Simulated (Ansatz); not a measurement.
Se: energy above lowest point and pressure against volume per atom

Results calculated with Ansatz 0.2.0 development build, not measured. Equation of state of a cubic crystal from periodic Kohn-Sham density functional theory without spin; pressure corrected for the finite basis.

Cell of the first row (space group Fd-3m, No. 227):
```
cell vectors (Å)
   0.0000     3.1018     3.1018
   3.1018     0.0000     3.1018
   3.1018     3.1018     0.0000
atoms (fractions of the cell vectors)
Se  0.00000  0.00000  0.00000
Se  0.25000  0.25000  0.25000
```

Settings of every row: formula Se; structure type diamond; functional PBE; spin treatment none; k mesh 30x30x30; occupation method fermi-dirac; occupation width 0.061225619 eV; wave cutoff 420 eV; datasets soft-1 PAW; density cutoff ratio 4.

Limits: a cubic model structure, not a phase known at ambient conditions.

| row | volume per atom (Å³) | energy above lowest point (meV/atom) | pressure (GPa) |
| --- | --- | --- | --- |
| 1 | 29.844 | 15.28 | 2.712 |
| 2 | 30.479 | 6.54 | 1.713 |
| 3 | 31.114 | 1.57 | 0.811 |
| 4 | 31.748 | 0 | -0.005 |
| 5 | 32.383 | 1.5 | -0.741 |
| 6 | 33.019 | ? | ? |
| 7 | 33.653 | 12.56 | -2.005 |

Question: what energy above lowest point and pressure should row 6 give?

Worked fit of energy above lowest point. Take u = (V_r/V)^(2/3) − 1 with V_r = 31.431 Å³ an atom, which is twice the finite (Eulerian) strain; such expansions in the strain, on which the Birch-Murnaghan equation of state is built, carry the rest volume and the bulk modulus. The shown rows have u = 0.03514, 0.02072, 0.00678, -0.00667, -0.0197, -0.04452. Least squares give energy above lowest point = 0.382 + 115.61 × u + 8760 × u² + 423 × u³ meV/atom; a parabola predicts inner rows, each left out in turn, worse (root mean square 0.0084 against 0.0025 meV/atom). All shown rows lie on it to the printed digit. Its lowest point lies at u = -0.0066, or V = 31.74 Å³ an atom, and the curvature there gives the bulk modulus at fixed shape and fractions, B = (4/9)(1 + u)² E″(u)/V = 38.7 GPa. The withheld row has u = -0.03232, so the fit gives 0.382 + 115.61 × (-0.03232) + 8760 × (-0.03232)² + 423 × (-0.03232)³ = 5.78 meV/atom.

The calculation gave 5.78 meV/atom. The fit meets it to the printed digit.

Worked fit of pressure. Take u = (V_r/V)^(2/3) − 1 with V_r = 31.431 Å³ an atom, which is twice the finite (Eulerian) strain; such expansions in the strain, on which the Birch-Murnaghan equation of state is built, carry the rest volume and the bulk modulus. The shown rows have u = 0.03514, 0.02072, 0.00678, -0.00667, -0.0197, -0.04452. Least squares give pressure = 0.3929 + 60.624 × u + 152.14 × u² GPa; a straight line predicts inner rows, each left out in turn, worse (root mean square 0.095 against 0.0014 GPa). The rows lie off it by 0.001, -0.001, 0.000, 0.000, 0.001, 0.000. The pressure vanishes at u = -0.0066, or V = 31.74 Å³ an atom, and there the bulk modulus at fixed shape and fractions is B = −V dP/dV = (2/3)(1 + u) dP/du = 38.8 GPa. The withheld row has u = -0.03232, so the fit gives 0.3929 + 60.624 × (-0.03232) + 152.14 × (-0.03232)² = -1.408 GPa.

The calculation gave -1.405 GPa. The fit lies 0.003 GPa (0.064 % of the column's range) below it; its largest miss of a shown row is 0.001 GPa.
